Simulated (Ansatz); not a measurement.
## Equation of state of GaN under m-r2SCAN

```yaml
crystal:
  lattice:
    - [0.00000, 2.25350, 2.25350]
    - [2.25350, 0.00000, 2.25350]
    - [2.25350, 2.25350, 0.00000]
  atoms:
    - { symbol: Ga, position: [0.00000, 0.00000, 0.00000] }
    - { symbol: N, position: [0.25000, 0.25000, 0.25000] }
```

The cell is a database's computed one, not the measured one.

The cell was scaled at fixed shape and fractions and run with Ansatz, Ansatz PAW, cutoff 500 eV; m-r2SCAN, k mesh 10 × 10 × 10 on the cell of 2 atoms, fermi-dirac occupations of 0.05 eV, no spin polarisation, no spin-orbit coupling. The potentials were made for PBE. Energies are those that the program minimises, any entropy of the smearing included.

```tsv
V (Å³/atom)	energy over the lowest row (meV/atom)
10.7572	22.43
10.9861	8.39
11.2150	1.15
11.4439	0.00
11.6728	4.32
11.9016	?
12.1305	27.21
```

Task: Fit the third-order Birch-Murnaghan form, give V0, B0 and B′, and predict the energy left open.

Result: With y = (V0/V)^(2/3), E = E0 + (9 V0 B0/16) [(y - 1)³ B′ + (y - 1)² (6 - 4y)]. Least squares through the rows shown give V0 = 11.3745 Å³/atom, E0 = -0.26 meV, B0 = 196.5 GPa (1 eV/Å³ = 160.218 GPa) and B′ = 4.35, with a largest miss of 0.00 meV. At V = 11.9016 the form with these constants gives 13.56 meV; the run gave 13.57 meV an atom.

The fit describes zinc-blende GaN as a stiff solid, with a bulk modulus of 196.5 GPa, in the range usually reported for this nitride. The stiffness comes from short, strongly polar covalent bonds: the nitrogen 2p shell has no p core beneath it, so it stays compact and overlaps well with the gallium sp³ hybrids. The heavier pnictides of gallium have longer, weaker bonds and are softer.

The well is anharmonic, steeper on compression than on expansion, because overlap repulsion rises quickly as the bonds shorten while the attraction fades more gradually as they stretch. A B′ of 4.35 expresses this and is ordinary for a tetrahedral semiconductor. The minimum lies slightly below the volume of the database cell, which probably reflects a different functional or settings behind that cell.

The omitted point is recovered almost exactly, 13.56 against 13.57 meV, so the energies are smooth and the form is adequate here. As that volume lies between fitted ones, this supports interpolation, not extrapolation to strong compression.
